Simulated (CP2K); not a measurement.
Runs of CP2K 2026.2 on W. Symmetry: Im-3m, No. 229, cubic system. The conventional cell has a = 3.165 Å, b = 3.165 Å, c = 3.165 Å, α = 90.00°, β = 90.00°, γ = 90.00°. W (site symmetry m-3m) is surrounded by 8 W at 2.74 Å. 

```csv
task,level,potentials or basis,cell,k mesh,smearing,EPS_DEFAULT,k points reduced by the point group,NGRIDS,basis sets,potentials,gap on the mesh (eV),pressure (GPa),relaxed volume (Å³/atom)
band structure,TB-mBJ,POTENTIAL_UZH W GTH-PBE-q14; TZVP-MOLOPT-PBE-GTH basis,as given,12 × 12 × 12,fermi-dirac 0.0259 eV,1.0E-10,yes,4,W TZVP-MOLOPT-PBE-GTH-q14,W GTH-PBE-q14 of POTENTIAL_UZH,none,-,-
relaxation of cell and atoms,revPBE,POTENTIAL_UZH W GTH-PBE-q14; TZVP-MOLOPT-PBE-GTH basis,relaxed,9 × 9 × 9,fermi-dirac 0.05 eV,1.0E-9,-,5,W TZVP-MOLOPT-PBE-GTH-q14,W GTH-PBE-q14 of POTENTIAL_UZH,none,0.0,16.11
band structure,PBE,POTENTIAL_UZH W GTH-PBE-q14; TZVP-MOLOPT-PBE-GTH basis,as given,12 × 12 × 12,fermi-dirac 0.05 eV,1.0E-9,yes,4,W TZVP-MOLOPT-PBE-GTH-q14,W GTH-PBE-q14 of POTENTIAL_UZH,none,(a),-
relaxation of cell and atoms,LDA,POTENTIAL_UZH W GTH-PBE-q14; TZVP-MOLOPT-PBE-GTH basis,relaxed,9 × 9 × 9,fermi-dirac 0.05 eV,1.0E-9,-,4,W TZVP-MOLOPT-PBE-GTH-q14,W GTH-PBE-q14 of POTENTIAL_UZH,none,0.0,15.49
```

Alike in all rows: no spin polarisation.

**Question.** Estimate the missing entries.

**Answer.** (a) 3.6.

Caveats: the basis of atomic orbitals isn't converged, which shifts pressures, moduli and gaps; the potentials were made for another functional, which shifts forces and pressure (some runs); the real-space grid breaks the cell's symmetry a little (some runs); this is a model potential without an energy functional, so only levels have meaning (some runs).

A k mesh can miss the band edges, and the runs leave out spin-orbit coupling on W.

A gap of «none» marks a metal or a gap under the smearing width.

Not every run made on this cell is shown here.
